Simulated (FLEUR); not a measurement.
# InP (F-43m) in FLEUR: notebook

One crystal, InP, is run at these levels: r2SCAN; tasks: equation of state.

All numbers are computed with FLEUR MaX-R8.1 (later development tree); they aren't measurements. Logs are shortened: lines on timing, memory, paths and dates and some standing lists are left out, and cuts for length are marked.

**Experimental background.**

From a printed reference work, data compilation, for a bulk crystal of InP: bulk modulus 71 GPa.

The results are compared with them further down.

## 1. The crystal as given

It takes space group F-43m (No. 216, cubic). Conventional cell: a = 5.861 Å, b = 5.861 Å, c = 5.861 Å, α = 90.00°, β = 90.00°, γ = 90.00°. In (site symmetry -43m) is surrounded by 4 P at 2.54 Å. Around P (site symmetry -43m) lie 4 In at 2.54 Å.

## 2. Equation of state, r2SCAN, 23.66 Å³/atom (volume scaled by 0.94)

Contents of inp.xml:

```xml
<?xml version="1.0" encoding="UTF-8" standalone="no"?>
<fleurInput fleurInputVersion="0.39">
   <comment>
      InP                                                                                                 
   </comment>
   <calculationSetup>
      <cutoffs Kmax="5.0" Gmax="15.5" GmaxXC="15.5" numbands="0"/>
      <scfLoop itmax="80" minDistance="0.0001" maxIterBroyd="30" imix="Anderson" alpha="0.05" precondParam="0.0" spinf="2.0" sdNocoIR="T"/>
      <coreElectrons ctail="F" frcor="F" kcrel="0" coretail_lmax="0"/>
      <xcFunctional name="LibXC" relativisticCorrections="F">
         <LibXCName exchange="mgga_x_r2scan" correlation="mgga_c_r2scan"/>
         <AuxGGA exchange="117" correlation="130"/>
      </xcFunctional>
      <magnetism jspins="1"/>
      <soc l_soc="F" theta="0.0" phi="0.0" spav="F"/>
      <expertModes spex="0" secvar="F"/>
      <geometryOptimization l_f="F" forcealpha="1.0" forcemix="BFGS" epsdisp="0.00001" epsforce="0.00001"/>
      <ldaU l_linMix="F" mixParam="0.05" spinf="1.0"/>
   </calculationSetup>
   <cell>
      <bzIntegration valenceElectrons="32.0" mode="hist" fermiSmearingEnergy="0.00183747">
         <kPointListSelection listName="default-1"/>
         <!-- k-points included here -->
         <xi:include xmlns:xi="http://www.w3.org/2001/XInclude" href="kpts.xml"> </xi:include>
      </bzIntegration>
      <!-- symmetry operations included here -->
      <xi:include xmlns:xi="http://www.w3.org/2001/XInclude" href="sym.xml"> </xi:include>
      <bulkLattice scale="0.9795861087">
         <bravaisMatrix>
            <row-1>    0.0000000000000000     5.5378424081402997     5.5378424081402997</row-1>
            <row-2>    5.5378424081402997     0.0000000000000000     5.5378424081402997</row-2>
            <row-3>    5.5378424081402997     5.5378424081402997     0.0000000000000000</row-3>
         </bravaisMatrix>
      </bulkLattice>
   </cell>
   <atomSpecies>
      <species name="Indium (In)" element="In" atomicNumber="49">
         <mtSphere radius="2.35" gridPoints="801" logIncrement="0.016"/>
         <atomicCutoffs lmax="10" lnonsphr="10"/>
         <electronConfig flipSpins="F">
            <coreConfig>(1s1/2) (2s1/2) (2p1/2) (2p3/2) (3s1/2) (3p1/2) (3p3/2) (3d3/2) (3d5/2)</coreConfig>
            <valenceConfig>(4s1/2) (4p1/2) (4p3/2) (5s1/2) (4d3/2) (4d5/2) (5p1/2) (5p3/2)</valenceConfig>
            <stateOccupation state="(5p1/2)" spinUp="0.166667" spinDown="0.166667"/>
            <stateOccupation state="(5p3/2)" spinUp="0.333333" spinDown="0.333333"/>
         </electronConfig>
         <energyParameters s="5" p="5" d="4" f="4"/>
         <lo type="SCLO" l="0" n="4" eDeriv="0"/>
         <lo type="SCLO" l="1" n="4" eDeriv="0"/>
         <lo type="SCLO" l="1" n="4" eDeriv="1"/>
         <lo type="SCLO" l="2" n="4" eDeriv="2"/>
         <lo type="SCLO" l="3" n="4" eDeriv="2"/>
      </species>
      <species name="Phosphorous (P)" element="P" atomicNumber="15">
         <mtSphere radius="1.96" gridPoints="669" logIncrement="0.017"/>
         <atomicCutoffs lmax="8" lnonsphr="8"/>
         <electronConfig flipSpins="F">
            <coreConfig>(1s1/2) (2s1/2)</coreConfig>
            <valenceConfig>(2p1/2) (2p3/2) (3s1/2) (3p1/2) (3p3/2)</valenceConfig>
            <stateOccupation state="(3p1/2)" spinUp="0.500000" spinDown="0.500000"/>
            <stateOccupation state="(3p3/2)" spinUp="1.000000" spinDown="1.000000"/>
         </electronConfig>
         <energyParameters s="3" p="3" d="3" f="4"/>
         <lo type="SCLO" l="1" n="2" eDeriv="0"/>
         <lo type="SCLO" l="0" n="3" eDeriv="2"/>
         <lo type="SCLO" l="2" n="3" eDeriv="2"/>
         <lo type="SCLO" l="3" n="4" eDeriv="2"/>
      </species>
   </atomSpecies>
   <atomGroups>
      <atomGroup species="Indium (In)">
         <relPos label="                   1">.0000000000 .0000000000 .0000000000</relPos>
         <force calculate="T" relaxXYZ="TTT"/>
      </atomGroup>
      <atomGroup species="Phosphorous (P)">
         <relPos label="                   2">-1.000/4.000 -1.000/4.000 -1.000/4.000</relPos>
         <force calculate="T" relaxXYZ="TTT"/>
      </atomGroup>
   </atomGroups>
   <output dos="F" band="F" slice="F">
      <checks vchk="F" cdinf="F"/>
      <bandDOS minEnergy="-.5*Htr" maxEnergy="0.5*Htr" sigma="0.015" storeEVData="T"/>
      <vacuumDOS vacdos="F" integ="F" star="F" nstars="0" locx1="0.0" locy1="0.0" locx2="0.0" locy2="0.0" nstm="0" tworkf="0.0"/>
      <unfoldingBand unfoldBand="F" supercellX="1" supercellY="1" supercellZ="1"/>
      <plotting iplot="0" polar="F">
         <plot TwoD="T" vec1="  1.0  0.0  0.0" vec2="  0.0  1.0  0.0" vec3="  0.0  0.0  1.0" zero="  0.0  0.0  0.0" file="plot"/>
      </plotting>
      <chargeDensitySlicing numkpt="0" minEigenval="0.0" maxEigenval="0.0" nnne="0" pallst="F"/>
      <specialOutput eonly="F"/>
      <moessbauerParams electricFieldGradient="T" isomerShift="T" coreHyperfine="T" valenceHyperfine="T"/>
      <magneticCircularDichroism mcd="F" energyLo="-10.0" energyUp="0.0"/>
   </output>
  <!-- We include the file relax.xml here to enable relaxations (see documentation) -->
  <xi:include xmlns:xi="http://www.w3.org/2001/XInclude" href="relax.xml"> <xi:fallback/> </xi:include>
</fleurInput>
```

Potentials or basis: all-electron, FLAPW.

Command:

```
$ inpgen -f crystal.txt -profile fastHighL
$ # inp.xml edited to the form shown
$ fleur_MPI
```

The program printed:

```text
Welcome to FLEUR        (www.flapw.de)
      MaX-Release 8.1          (www.max-centre.eu)
 func_ids         498         497         498         497
 MetaGGA potential functional detected - V_tau will be computed
 Auxiliary Potential for radial basis: exchange=         117  correlation=         130
The functional 'Re-regularized SCAN exchange by Furness et al' is an exchange functional, it belongs to the 'MGGA' family and is defined in the reference(s):
[1] J. W. Furness, A. D. Kaplan, J. Ning, J. P. Perdew, and J. Sun.,  J. Phys. Chem. Lett. 11, 8208-8215 (2020)
[2] J. W. Furness, A. D. Kaplan, J. Ning, J. P. Perdew, and J. Sun.,  J. Phys. Chem. Lett. 11, 9248-9248 (2020)
The functional 'Re-regularized SCAN correlation by Furness et al' is a correlation functional, it belongs to the 'MGGA' family and is defined in the reference(s):
[1] J. W. Furness, A. D. Kaplan, J. Ning, J. P. Perdew, and J. Sun.,  J. Phys. Chem. Lett. 11, 8208-8215 (2020)
[2] J. W. Furness, A. D. Kaplan, J. Ning, J. P. Perdew, and J. Sun.,  J. Phys. Chem. Lett. 11, 9248-9248 (2020)
 Using same functional for VXC and EXC

 ========== k-point set info ==========
 Selected k-point list: default-1
 k-point list type: mesh
 8 x 8 x 8
 Number of k points: 29

 ------------Calculation Setup---------------------------
 Number of MPI-tasks      :            1
 Number of PE/node        :            1
 Number of OMP-threads    :            1
 Most efficient MPI parallelization for:
           1          29
 Additional eigenvalue parallelization possible
 Number of basis functions:          762
 Approximate size of matrices (H+S) per k-point:         0.017 GB
 --------------------------------------------------------
The functional 'Hammer, Hansen, and Norskov' is an exchange functional, it belongs to the 'GGA' family and is defined in the reference(s):
[1] B. Hammer, L. B. Hansen, and J. K. Nørskov.,  Phys. Rev. B 59, 7413 (1999)
The functional 'Perdew, Burke & Ernzerhof' is a correlation functional, it belongs to the 'GGA' family and is defined in the reference(s):
[1] J. P. Perdew, K. Burke, and M. Ernzerhof.,  Phys. Rev. Lett. 77, 3865 (1996)
[2] J. P. Perdew, K. Burke, and M. Ernzerhof.,  Phys. Rev. Lett. 78, 1396 (1997)
 Using same functional for VXC and EXC
 Using auxiliary GGA potential for the first iteration of MetaGGA calculation.
 Reset of history
 Reset of history
 Iteration:     1   Distance:      20.75344839 me/bohr^3
The functional 'Hammer, Hansen, and Norskov' is an exchange functional, it belongs to the 'GGA' family and is defined in the reference(s):
[1] B. Hammer, L. B. Hansen, and J. K. Nørskov.,  Phys. Rev. B 59, 7413 (1999)
The functional 'Perdew, Burke & Ernzerhof' is a correlation functional, it belongs to the 'GGA' family and is defined in the reference(s):
[1] J. P. Perdew, K. Burke, and M. Ernzerhof.,  Phys. Rev. Lett. 77, 3865 (1996)
[2] J. P. Perdew, K. Burke, and M. Ernzerhof.,  Phys. Rev. Lett. 78, 1396 (1997)
 Using same functional for VXC and EXC
 Iteration:     2   Distance:      19.47124352 me/bohr^3
The functional 'Hammer, Hansen, and Norskov' is an exchange functional, it belongs to the 'GGA' family and is defined in the reference(s):
[1] B. Hammer, L. B. Hansen, and J. K. Nørskov.,  Phys. Rev. B 59, 7413 (1999)
The functional 'Perdew, Burke & Ernzerhof' is a correlation functional, it belongs to the 'GGA' family and is defined in the reference(s):
[1] J. P. Perdew, K. Burke, and M. Ernzerhof.,  Phys. Rev. Lett. 77, 3865 (1996)
[2] J. P. Perdew, K. Burke, and M. Ernzerhof.,  Phys. Rev. Lett. 78, 1396 (1997)
 Using same functional for VXC and EXC
 Iteration:     3   Distance:      18.41268204 me/bohr^3
The functional 'Hammer, Hansen, and Norskov' is an exchange functional, it belongs to the 'GGA' family and is defined in the reference(s):
[1] B. Hammer, L. B. Hansen, and J. K. Nørskov.,  Phys. Rev. B 59, 7413 (1999)
The functional 'Perdew, Burke & Ernzerhof' is a correlation functional, it belongs to the 'GGA' family and is defined in the reference(s):
[1] J. P. Perdew, K. Burke, and M. Ernzerhof.,  Phys. Rev. Lett. 77, 3865 (1996)
[2] J. P. Perdew, K. Burke, and M. Ernzerhof.,  Phys. Rev. Lett. 78, 1396 (1997)
 Using same functional for VXC and EXC
 Iteration:     4   Distance:       5.65768559 me/bohr^3
The functional 'Hammer, Hansen, and Norskov' is an exchange functional, it belongs to the 'GGA' family and is defined in the reference(s):
[1] B. Hammer, L. B. Hansen, and J. K. Nørskov.,  Phys. Rev. B 59, 7413 (1999)
The functional 'Perdew, Burke & Ernzerhof' is a correlation functional, it belongs to the 'GGA' family and is defined in the reference(s):
[1] J. P. Perdew, K. Burke, and M. Ernzerhof.,  Phys. Rev. Lett. 77, 3865 (1996)
[2] J. P. Perdew, K. Burke, and M. Ernzerhof.,  Phys. Rev. Lett. 78, 1396 (1997)
 Using same functional for VXC and EXC
 Iteration:     5   Distance:       2.38317652 me/bohr^3
[... 3 lines left out ...]
[1] J. P. Perdew, K. Burke, and M. Ernzerhof.,  Phys. Rev. Lett. 77, 3865 (1996)
[2] J. P. Perdew, K. Burke, and M. Ernzerhof.,  Phys. Rev. Lett. 78, 1396 (1997)
 Using same functional for VXC and EXC
 Iteration:     6   Distance:       1.02783053 me/bohr^3
The functional 'Hammer, Hansen, and Norskov' is an exchange functional, it belongs to the 'GGA' family and is defined in the reference(s):
[1] B. Hammer, L. B. Hansen, and J. K. Nørskov.,  Phys. Rev. B 59, 7413 (1999)
The functional 'Perdew, Burke & Ernzerhof' is a correlation functional, it belongs to the 'GGA' family and is defined in the reference(s):
[1] J. P. Perdew, K. Burke, and M. Ernzerhof.,  Phys. Rev. Lett. 77, 3865 (1996)
[2] J. P. Perdew, K. Burke, and M. Ernzerhof.,  Phys. Rev. Lett. 78, 1396 (1997)
 Using same functional for VXC and EXC
 Iteration:     7   Distance:       0.17436048 me/bohr^3
The functional 'Hammer, Hansen, and Norskov' is an exchange functional, it belongs to the 'GGA' family and is defined in the reference(s):
[1] B. Hammer, L. B. Hansen, and J. K. Nørskov.,  Phys. Rev. B 59, 7413 (1999)
The functional 'Perdew, Burke & Ernzerhof' is a correlation functional, it belongs to the 'GGA' family and is defined in the reference(s):
[1] J. P. Perdew, K. Burke, and M. Ernzerhof.,  Phys. Rev. Lett. 77, 3865 (1996)
[2] J. P. Perdew, K. Burke, and M. Ernzerhof.,  Phys. Rev. Lett. 78, 1396 (1997)
 Using same functional for VXC and EXC
 Iteration:     8   Distance:       0.17331284 me/bohr^3
The functional 'Hammer, Hansen, and Norskov' is an exchange functional, it belongs to the 'GGA' family and is defined in the reference(s):
[1] B. Hammer, L. B. Hansen, and J. K. Nørskov.,  Phys. Rev. B 59, 7413 (1999)
The functional 'Perdew, Burke & Ernzerhof' is a correlation functional, it belongs to the 'GGA' family and is defined in the reference(s):
[1] J. P. Perdew, K. Burke, and M. Ernzerhof.,  Phys. Rev. Lett. 77, 3865 (1996)
[2] J. P. Perdew, K. Burke, and M. Ernzerhof.,  Phys. Rev. Lett. 78, 1396 (1997)
 Using same functional for VXC and EXC
 Iteration:     9   Distance:       0.03400947 me/bohr^3
The functional 'Hammer, Hansen, and Norskov' is an exchange functional, it belongs to the 'GGA' family and is defined in the reference(s):
[1] B. Hammer, L. B. Hansen, and J. K. Nørskov.,  Phys. Rev. B 59, 7413 (1999)
The functional 'Perdew, Burke & Ernzerhof' is a correlation functional, it belongs to the 'GGA' family and is defined in the reference(s):
[1] J. P. Perdew, K. Burke, and M. Ernzerhof.,  Phys. Rev. Lett. 77, 3865 (1996)
[2] J. P. Perdew, K. Burke, and M. Ernzerhof.,  Phys. Rev. Lett. 78, 1396 (1997)
 Using same functional for VXC and EXC
 Iteration:    10   Distance:       0.02677911 me/bohr^3
The functional 'Hammer, Hansen, and Norskov' is an exchange functional, it belongs to the 'GGA' family and is defined in the reference(s):
[1] B. Hammer, L. B. Hansen, and J. K. Nørskov.,  Phys. Rev. B 59, 7413 (1999)
The functional 'Perdew, Burke & Ernzerhof' is a correlation functional, it belongs to the 'GGA' family and is defined in the reference(s):
[1] J. P. Perdew, K. Burke, and M. Ernzerhof.,  Phys. Rev. Lett. 77, 3865 (1996)
[2] J. P. Perdew, K. Burke, and M. Ernzerhof.,  Phys. Rev. Lett. 78, 1396 (1997)
 Using same functional for VXC and EXC
 Iteration:    11   Distance:       0.00297155 me/bohr^3
The functional 'Hammer, Hansen, and Norskov' is an exchange functional, it belongs to the 'GGA' family and is defined in the reference(s):
[1] B. Hammer, L. B. Hansen, and J. K. Nørskov.,  Phys. Rev. B 59, 7413 (1999)
The functional 'Perdew, Burke & Ernzerhof' is a correlation functional, it belongs to the 'GGA' family and is defined in the reference(s):
[1] J. P. Perdew, K. Burke, and M. Ernzerhof.,  Phys. Rev. Lett. 77, 3865 (1996)
[2] J. P. Perdew, K. Burke, and M. Ernzerhof.,  Phys. Rev. Lett. 78, 1396 (1997)
 Using same functional for VXC and EXC
 Iteration:    12   Distance:       0.00173169 me/bohr^3
The functional 'Hammer, Hansen, and Norskov' is an exchange functional, it belongs to the 'GGA' family and is defined in the reference(s):
[1] B. Hammer, L. B. Hansen, and J. K. Nørskov.,  Phys. Rev. B 59, 7413 (1999)
The functional 'Perdew, Burke & Ernzerhof' is a correlation functional, it belongs to the 'GGA' family and is defined in the reference(s):
[1] J. P. Perdew, K. Burke, and M. Ernzerhof.,  Phys. Rev. Lett. 77, 3865 (1996)
[2] J. P. Perdew, K. Burke, and M. Ernzerhof.,  Phys. Rev. Lett. 78, 1396 (1997)
 Using same functional for VXC and EXC
 Iteration:    13   Distance:       0.00026998 me/bohr^3
The functional 'Hammer, Hansen, and Norskov' is an exchange functional, it belongs to the 'GGA' family and is defined in the reference(s):
[1] B. Hammer, L. B. Hansen, and J. K. Nørskov.,  Phys. Rev. B 59, 7413 (1999)
The functional 'Perdew, Burke & Ernzerhof' is a correlation functional, it belongs to the 'GGA' family and is defined in the reference(s):
[1] J. P. Perdew, K. Burke, and M. Ernzerhof.,  Phys. Rev. Lett. 77, 3865 (1996)
[2] J. P. Perdew, K. Burke, and M. Ernzerhof.,  Phys. Rev. Lett. 78, 1396 (1997)
 Using same functional for VXC and EXC
 Iteration:    14   Distance:       0.00012158 me/bohr^3
The functional 'Hammer, Hansen, and Norskov' is an exchange functional, it belongs to the 'GGA' family and is defined in the reference(s):
[1] B. Hammer, L. B. Hansen, and J. K. Nørskov.,  Phys. Rev. B 59, 7413 (1999)
The functional 'Perdew, Burke & Ernzerhof' is a correlation functional, it belongs to the 'GGA' family and is defined in the reference(s):
[1] J. P. Perdew, K. Burke, and M. Ernzerhof.,  Phys. Rev. Lett. 77, 3865 (1996)
[2] J. P. Perdew, K. Burke, and M. Ernzerhof.,  Phys. Rev. Lett. 78, 1396 (1997)
 Using same functional for VXC and EXC
 Iteration:    15   Distance:       0.00006903 me/bohr^3

 ********************************************************************
 Run finished successfully
 Stop message:
   all done
 ********************************************************************
```

Wall time 5.7 min (1 thread of Intel Xeon at 2.50GHz (Skylake/Cascade Lake), shared host); peak memory 0.1 GiB.

Results:

| Item | Value |
| --- | --- |
| Free energy | -169407.2078 eV |
| Band gap on the k mesh | 1.51 eV, direct |
| Valence electrons inside the program's atomic spheres | In 18.88; P 8.68 (radii In 2.35, P 1.96 bohr) |

Caveat: the meta-GGA is that of a development version, with a GGA for the radial functions and cores and without core tails; spin-orbit coupling is left out, which moves the levels of the heavy elements.

## 3. Equation of state, r2SCAN, 24.16 Å³/atom (volume scaled by 0.96)

inp.xml: that of step 2 with these lines changed.

```diff
@@ -27,3 +27,3 @@
       <xi:include xmlns:xi="http://www.w3.org/2001/XInclude" href="sym.xml"> </xi:include>
-      <bulkLattice scale="0.9795861087">
+      <bulkLattice scale="0.9864848297">
          <bravaisMatrix>
```

Potentials or basis: all-electron, FLAPW.

Command:

```
$ inpgen -f crystal.txt -profile fastHighL
$ # inp.xml edited to the form shown
$ fleur_MPI
```

Wall time 5.8 min (1 thread of Intel Xeon at 2.50GHz (Skylake/Cascade Lake), shared host); peak memory 0.1 GiB.

Results (log left out):

* Free energy: -169407.2462 eV
* Band gap on the k mesh: 1.40 eV, direct
* Valence electrons inside the program's atomic spheres: In 18.86; P 8.66 (radii In 2.35, P 1.96 bohr)

Caveat: the meta-GGA is that of a development version, with a GGA for the radial functions and cores and without core tails; spin-orbit coupling is left out, which moves the levels of the heavy elements.

## 4. Equation of state, r2SCAN, 25.17 Å³/atom

inp.xml: that of step 3 with these lines changed.

```diff
@@ -27,3 +27,3 @@
       <xi:include xmlns:xi="http://www.w3.org/2001/XInclude" href="sym.xml"> </xi:include>
-      <bulkLattice scale="0.9864848297">
+      <bulkLattice scale="1.0000000000">
          <bravaisMatrix>
```

Command:

```
$ inpgen -f crystal.txt -profile fastHighL
$ # inp.xml edited to the form shown
$ fleur_MPI
```

Wall time 5.4 min (1 thread of Intel Xeon at 2.50GHz (Skylake/Cascade Lake), shared host); peak memory 0.1 GiB.

It converged, with:

| Property | Result |
| --- | --- |
| Free energy | -169407.2884 eV |
| Band gap on the k mesh | 1.16 eV, direct |
| Valence electrons inside the program's atomic spheres | In 18.83; P 8.63 (radii In 2.35, P 1.96 bohr) |

Caveat: the meta-GGA is that of a development version, with a GGA for the radial functions and cores and without core tails; spin-orbit coupling is left out, which moves the levels of the heavy elements.

## 5. Equation of state, r2SCAN, 26.17 Å³/atom (volume scaled by 1.04)

inp.xml: that of step 4 with these lines changed.

```diff
@@ -27,3 +27,3 @@
       <xi:include xmlns:xi="http://www.w3.org/2001/XInclude" href="sym.xml"> </xi:include>
-      <bulkLattice scale="1.0000000000">
+      <bulkLattice scale="1.0131594038">
          <bravaisMatrix>
```

Command:

```
$ inpgen -f crystal.txt -profile fastHighL
$ # inp.xml edited to the form shown
$ fleur_MPI
```

It took 7.6 min on 1 thread of Intel Xeon at 2.50GHz (Skylake/Cascade Lake), shared host; peak memory 0.1 GiB.

Results (log left out):

```yaml
Free_energy: -169407.2925 eV
Band_gap_on_the_k_mesh: 0.92 eV, direct
Valence_electrons_inside_the_program's_atomic_spheres: In 18.80; P 8.61 (radii In 2.35, P 1.96 bohr)
```

Caveat: the meta-GGA is that of a development version, with a GGA for the radial functions and cores and without core tails; spin-orbit coupling is left out, which moves the levels of the heavy elements.

## 6. Equation of state, r2SCAN, 26.68 Å³/atom (volume scaled by 1.06)

inp.xml: that of step 5 with these lines changed.

```diff
@@ -27,3 +27,3 @@
       <xi:include xmlns:xi="http://www.w3.org/2001/XInclude" href="sym.xml"> </xi:include>
-      <bulkLattice scale="1.0131594038">
+      <bulkLattice scale="1.0196128224">
          <bravaisMatrix>
```

Potentials or basis: all-electron, FLAPW.

Command:

```
$ inpgen -f crystal.txt -profile fastHighL
$ # inp.xml edited to the form shown
$ fleur_MPI
```

Run time: 7.8 min. Hardware: 1 thread of Intel Xeon at 2.50GHz (Skylake/Cascade Lake), shared host; peak memory 0.11 GiB.

Results (log left out):

* Free energy: -169407.2825 eV
* Band gap on the k mesh: 0.81 eV, direct
* Valence electrons inside the program's atomic spheres: In 18.78; P 8.60 (radii In 2.35, P 1.96 bohr)

Caveat: the meta-GGA is that of a development version, with a GGA for the radial functions and cores and without core tails; spin-orbit coupling is left out, which moves the levels of the heavy elements.

## 7. Equation of state, r2SCAN

This step only gathers the single runs of the series.

What came out:

| Property | Result |
| --- | --- |
| Equilibrium volume | 25.78 Å³/atom |
| Bulk modulus | 68 GPa |

Energy against volume, from the lowest point:
```csv
volume (Å³/atom),energy (meV/atom)
23.657,42.36
24.160,23.19
25.167,2.05
26.173,0.00
26.677,5.04
```

Caveat: the meta-GGA is that of a development version, with a GGA for the radial functions and cores and without core tails.

(Continued in part 2 of 2.)
